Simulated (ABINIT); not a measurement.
Write the native input for ABINIT 10.8.3 (patched build) that does the following.

- Task: band structure
- Functional: PBEsol
- Potentials or basis: JTH PAW PBE v2.0 sp
- Cutoff: 408 eV
- k mesh: 7 × 7 × 7
- Occupations: fermi-dirac, width 0.05 eV
- Spin: no spin polarisation
- Fine-grid cutoff: 816.342 eV
- Exchange and correlation inside the PAW spheres: full angular mesh (pawxcdev 0, this build's default; the released program takes 1)

Crystal: TePb.

```
Pb Te
1.0
     4.00229    0.00000    0.00000
     0.00000    4.00229    0.00000
     0.00000    0.00000    4.00229
Pb Te
1 1
Direct
  0.00000 0.00000 0.00000
  0.50000 0.50000 0.50000
```

Measurements of this composition are mostly on another form, of space group No. 225.

The input as run:

run.abi

```
# Datasets: ground state, then fixed potential
ndtset 2

# Pseudopotentials
pp_dirpath "./"
pseudos "Pb.GGA_PBE-JTH_sp.xml, Te.GGA_PBE-JTH.xml"

# Structure
acell 4.002287 4.002287 4.002287 Angstrom
rprim
     1.0000000000     0.0000000000     0.0000000000
     0.0000000000     1.0000000000     0.0000000000
     0.0000000000     0.0000000000     1.0000000000
ntypat 2
znucl 82 52
natom 2
typat 1 2
xred
     0.0000000000     0.0000000000     0.0000000000
     0.5000000000     0.5000000000     0.5000000000

# Plane-wave basis
ecut 15.0
pawecutdg 30.0

# Exchange and correlation
ixc -116133

# Bands and occupations
occopt 3
tsmear 0.00183747

# SCF cycle
nstep 100

# Output
iomode 3
prtwf 0
prteig 0
prtebands 0
prtden1 1
prtvha1 1
prtvclmb1 1
prtpot1 1

# Dataset 1
kptopt1 1
ngkpt1 7 7 7
nshiftk1 1
shiftk1 0.0 0.0 0.0
nband1 9
tolvrs1 1.0e-9

# Dataset 2: bands along G-X-M-G-R-X
iscf2 -2
getden2 1
nband2 15
nbdbuf2 4
tolwfr2 1.0e-11
kptopt2 -5
ndivsm2 8
prteig2 1
kptbounds2
     0.0000000000     0.0000000000     0.0000000000
     0.0000000000     0.5000000000     0.0000000000
     0.5000000000     0.5000000000     0.0000000000
     0.0000000000     0.0000000000     0.0000000000
     0.5000000000     0.5000000000     0.5000000000
     0.0000000000     0.5000000000     0.0000000000
```

Potentials or basis: JTH PAW PBE v2.0 sp.

Run with:

```bash
$ abinit run.abi > log 2>&1
```

Results of the run:

```yaml
Pressure: -2.7 GPa
Band_gap_on_the_k_mesh: none (metal or under the smearing width)
Valence_electrons_inside_the_program's_atomic_spheres: Pb 2.47; Te 3.10
```

Caveat: the PAW data sets were made with another functional, which shifts forces and pressure a little; spin-orbit coupling is left out, which moves the levels of the heavy elements; this set keeps more shells in the core, which shifts pressures and gaps.

It took 27 s on 1 thread of Arm Neoverse V1, with other jobs on the host, peak memory 0.11 GiB.
